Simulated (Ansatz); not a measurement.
# PbS (Galena) (Fm-3m) in Ansatz: further runs

One crystal, PbS (Galena), is run at these levels: PBE; tasks: single point.

All numbers are computed with Ansatz 0.2.0; they aren't measurements. Logs are shortened: lines on timing, memory, paths and dates and some standing lists are left out, and cuts for length are marked.

### 1 The crystal as given

It takes space group Fm-3m (No. 225, cubic). The conventional cell has a = 5.931 Å, b = 5.931 Å, c = 5.931 Å, α = 90.00°, β = 90.00°, γ = 90.00°. Pb (site symmetry m-3m) has 6 S at 2.97 Å as nearest neighbours. S (site symmetry m-3m) has 6 Pb at 2.97 Å as nearest neighbours.

### 2 Single point, PBE

The input, input.yaml:

```yaml
crystal:
  lattice:
    - [0.0, 2.96575, 2.96575]
    - [2.96575, 0.0, 2.96575]
    - [2.96575, 2.96575, 0.0]
  atoms:
    - { symbol: Pb, position: [0.0, 0.0, 0.0] }
    - { symbol: S, position: [0.5, 0.5, 0.5] }
hamiltonian:
  xc: pbe
  pseudopotentials: { kind: paw }
kpoints:
  mp_grid: { grid: [8, 8, 8] }
scf:
  occupations: { method: gaussian, width: 0.029 }
output:
  forces: true
  stress: true
  eigenvalues: true
```

Potentials or basis: Ansatz PAW.

The run is started by

```console
> ansatz run input.yaml --threads 2 --pin off --max-ram 5632MiB --backend cpu --events-out ev --progress --plain --runs-dir out
```

Output:

```text
Warning: RAYON_NUM_THREADS=2 ignored (pool sized by the plan → 2); use --threads N
Engine: ansatz 0.2.0, aarch64-unknown-linux-gnu
Pseudopotentials: kind: paw
Pseudopotential: Pb, paw, valence charge 14, recommended cutoff 420 eV (normal), Pb.paw.azcp
Pseudopotential: S, paw, valence charge 6, recommended cutoff 420 eV (normal), S.paw.azcp
Functional definition: PBE
  parameter kappa = 0.804
  parameter beta = 0.06672455060314922
  exchange = pbe_x(kappa = kappa, mu = beta*pi^2/3)
  correlation = pbe_c(beta = beta)
Crystal: 2 atoms, lattice volume = 52.172 Å³
Basis set: ecut = 420 eV, 965 PW (Γ), exchange–correlation on 60×60×60 points (8 copies of the dense FFT grid, shifted against one another)
Bands: 14, of which v1, the nominal top of the filled ones, is band 10 counted from 1 (9 counted from 0)
Symmetry: 48 space group operations
Space group: Fm-3m (ITA 225), of the structure as read, at distance tolerance 3.7e-5 Å
k-points: 29 of 512
Non-local potential: Pb, projectors of the file, l = 0: 2, l = 1: 2, l = 2: 2, l = 3: 2
Non-local potential: S, projectors of the file, l = 0: 2, l = 1: 2, l = 2: 2
PAW form: soft (Blöchl's): semilocal exchange-correlation on the pseudo side does not see the compensation charge
PAW one-centre angular grid: Pb, 590 points (default); XC on 64 Gauss nodes
PAW one-centre angular grid: S, 110 points (default); XC on 64 Gauss nodes
Initial density: superposition of atomic densities (neutral atoms: chi_scale 0, normalization atom), corrected by the library's trained network
Initial wavefunctions: pseudopotential atomic-orbital guess
Functional: x = pbe(κ = 0.804, μ = 0.2195149727645171), c = pbe(β = 0.06672455060314922)
SCF iter   1: F=—  HF=-12809.558955 eV  |F-HF|=—  |Δ(HF+E_count)|=         —  Δρ=9.24e-4  dr2=6.75e-4  ethr=1.77e-3  ⟨swp⟩=6.6  Hψ=2475  notcnv=0
preconditioner: auto → none  [insulator: Δε(μ)=0.364 eV  Ē_g=15.461 eV  σ=0.029 eV  W_gap=1.00  n_scr=14 (ndim 8)  ℏωp=23.0 eV  f_vac=0.000  D(μ)=0.00/eV (n_scr^D=0)  ε∞_Penn≈3.2]
SCF iter   2: F=—  HF=-12809.557661 eV  |F-HF|=—  |Δ(HF+E_count)|=   1.29e-3  Δρ=4.96e-4  dr2=1.44e-4  ethr=3.37e-6  ⟨swp⟩=2.0  Hψ=945  notcnv=0
SCF iter   3: F=—  HF=-12809.557659 eV  |F-HF|=—  |Δ(HF+E_count)|=   2.24e-6  Δρ=1.83e-4  dr2=1.94e-5  ethr=7.21e-7  ⟨swp⟩=2.5  Hψ=717  notcnv=0
SCF iter   4: F=—  HF=-12809.557667 eV  |F-HF|=—  |Δ(HF+E_count)|=   7.73e-6  Δρ=4.52e-5  dr2=1.01e-6  ethr=9.68e-8  ⟨swp⟩=2.1  Hψ=532  notcnv=0
iter 5 did not close the SCF: its close was put off for the readings that it lacked (scf_convergence_deferred on its scf_iter line)
SCF iter   5: F=-12809.557667 eV  HF=-12809.557667 eV  |F-HF|=1.32e-8  |Δ(HF+E_count)|=   1.58e-8  Δρ=6.30e-6  dr2=2.01e-8  ethr=5.04e-9  ⟨swp⟩=2.0  Hψ=695  notcnv=0
SCF iter   6: F=-12809.557667 eV  HF=-12809.557667 eV  |F-HF|=1.62e-10  |Δ(HF+E_count)|=   3.36e-9  Δρ=6.55e-7  dr2=2.11e-10  ethr=1.00e-10  ⟨swp⟩=2.5  Hψ=1623  notcnv=0
SCF 1 converged in 6 iterations: F = -12809.557667 eV  dr2 = 2.11e-10
SCF converged after 6 iterations
Free energy (F): -12809.557667 eV
Harris-Foulkes:  -12809.557667 eV  (|F-HF|=1.62e-10)
Internal energy: -12809.557667 eV  (E = F + TS)
E sigma→0 (E₀):  -12809.557667 eV
Fermi energy:    8.634707 eV
--- Per-component energies (eV) ---
  E_band       = -55.210503
  E_kinetic    = 393.744763
  E_local      = -1221.450135  (includes V_loc(G=0)·N_el)
  E_nonlocal   = 378.544323
  E_hartree    = 474.953215
  E_xc         = -318.621215
  E_vxc        = -220.607883  (∫ρ·V_xc dr)
  E_paw        = -11003.372267  (= ΣΔE_a)
  E_vpaw       = -335.348650  (= ΣTr[D̂ρ^β])
  E_aug_tail   = 0.000052  (compensation charges beyond the density's cutoff)
  E_ewald      = -1513.356403
  E_smearing   = -0.000000  (= −TS)
  E_closure    = 0.000000  (closes the sum)
  Σ components = -12809.557667   (vs F -12809.557667, Δ=0.00e0)
--- Forces (eV/Å), atoms counted from 1 ---
  atom   1  Pb    -0.00000000     0.00000000     0.00000000
  atom   2  S      0.00000000     0.00000000     0.00000000
  max |Σ_I F_I| component: 3.29e-30 eV/Å
--- Stress (GPa, compression-positive) ---
        2.229499       0.000000       0.000000
        0.000000       2.229499      -0.000000
       -0.000000      -0.000000       2.229499
  P = ⅓ Tr σ = 2.2295 GPa (22.295 kbar)
--- Band table (eV; the first three rows and the last of 29) ---
  k-point 0: bands = ["-8.3803", "-8.3803", "-8.3803", "-8.3644", "-8.3644", "-5.1479", "2.4237", "6.2747", "6.2747", "6.2747", "13.6655", "13.6655", "13.6655", "15.1495"]
  k-point 1: bands = ["-8.3796", "-8.3775", "-8.3775", "-8.3651", "-8.3651", "-5.0149", "1.9690", "6.3165", "6.3165", "6.6164", "12.4366", "12.8774", "12.8774", "15.1194"]
  k-point 2: bands = ["-8.3838", "-8.3838", "-8.3783", "-8.3535", "-8.3535", "-4.6454", "0.9963", "6.4352", "6.4352", "7.2813", "10.8067", "11.6648", "11.6648", "15.3049"]
  k-point 28: bands = ["-8.4748", "-8.3638", "-8.3638", "-8.3631", "-8.3194", "-3.4369", "0.5140", "4.0215", "4.0215", "7.4235", "10.6392", "13.1104", "13.1104", "16.5995"]
```

It took 0.85 s on 2 threads of Arm Neoverse V1, shared host; peak memory 0.31 GiB.

What came out:

```yaml
Free_energy: -12809.5577 eV
Pressure: 2.2 GPa
Band_gap_on_the_k_mesh: 0.36 eV, direct
```

Levels at points of the mesh, in eV from the valence-band top:
| k point | band 7 | band 8 | band 9 | band 10 | band 11 | band 12 | band 13 | band 14 |
| --- | --- | --- | --- | --- | --- | --- | --- | --- |
| (0.00, 0.00, 0.00) | -6.03 | -2.18 | -2.18 | -2.18 | 5.21 | 5.21 | 5.21 | 6.69 |
| (0.00, 0.00, -0.50) | -8.85 | -1.79 | -1.79 | 0.00 | 0.36 | 1.95 | 1.95 | 8.66 |
| (0.00, -0.50, -0.50) | -7.20 | -5.21 | -3.45 | -3.45 | 3.85 | 5.57 | 5.68 | 5.68 |

Caveat: spin-orbit coupling is left out, which as a rule narrows the gap of such compounds by several tenths of an eV. A k mesh can miss the band edges.

### 3 Single point, PBE

input.yaml, as its differences from that of step 2:

```diff
@@ -14,3 +14,3 @@
 scf:
-  occupations: { method: gaussian, width: 0.029 }
+  occupations: { method: gaussian, width: 0.03 }
 output:
```

Potentials or basis: Ansatz PAW.

The run is started by

```console
> ansatz run input.yaml --threads 2 --pin off --max-ram 5632MiB --backend cpu --events-out ev --progress --plain --runs-dir out
```

Wall time 0.85 s (2 threads of Arm Neoverse V1, shared host); peak memory 0.31 GiB.

Results (log left out):

| Item | Value |
| --- | --- |
| Free energy | -12809.5577 eV |
| Pressure | 2.2 GPa |
| Band gap on the k mesh | 0.36 eV, direct |

Levels at points of the mesh, in eV from the valence-band top:
```tsv
k point	band 6	band 7	band 8	band 9	band 10	band 11	band 12	band 13	band 14
(0.00, 0.00, 0.00)	-13.60	-6.03	-2.18	-2.18	-2.18	5.21	5.21	5.21	6.69
(0.00, 0.00, -0.50)	-12.36	-8.85	-1.79	-1.79	0.00	0.36	1.95	1.95	8.66
(0.00, -0.50, -0.50)	-11.93	-7.20	-5.21	-3.45	-3.45	3.85	5.57	5.68	5.68
```

Caveat: spin-orbit coupling is left out, which as a rule narrows the gap of such compounds by several tenths of an eV.
